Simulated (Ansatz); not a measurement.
The system is I.

```
CELL_PARAMETERS angstrom
0.00000 2.36560 3.90984
2.19225 0.00000 3.90984
2.19225 2.36560 0.00000
ATOMIC_POSITIONS crystal
I 0.00000 0.00000 0.00000
```

* Program: Ansatz 0.2.0
* Task: relaxation of cell and atoms
* Functional: RPBE
* Dispersion: D4
* Potentials or basis: all-electron LAPW, scalar-relativistic
* Basis error allowed: 0.001 eV/atom
* k mesh: 9 × 9 × 9
* Occupations: fermi-dirac, width 0.05 eV
* Spin: no spin polarisation

At the start: volume 40.55 Å³/atom.

Q: Where does the relaxation end?

A: Over 9 steps the energy falls by 30.7 meV/atom and the volume is 35.22 Å³/atom (-13.2 %); space group I4/mmm (No. 139, to 0.05 Å).

The path:
| step | energy change (eV) | largest force (eV/Å) | volume (Å³) |
| --- | --- | --- | --- |
| 1 | 0.0000 | 0.0000 | 40.55 |
| 2 | -0.0142 | 0.0000 | 38.58 |
| 3 | -0.0270 | 0.0000 | 36.33 |
| 4 | -0.0282 | 0.0000 | 34.61 |
| 5 | -0.0303 | 0.0000 | 35.07 |
| 6 | -0.0305 | 0.0000 | 35.24 |
| 7 | -0.0306 | 0.0000 | 35.26 |
| 8 | -0.0306 | 0.0000 | 35.22 |
| 9 | -0.0307 | 0.0000 | 35.22 |

Final structure:
```
CELL_PARAMETERS angstrom
0.00000 2.25739 3.46550
2.25085 0.00000 3.46550
2.25085 2.25739 0.00000
ATOMIC_POSITIONS crystal
I 0.00000 0.00000 0.00000
```
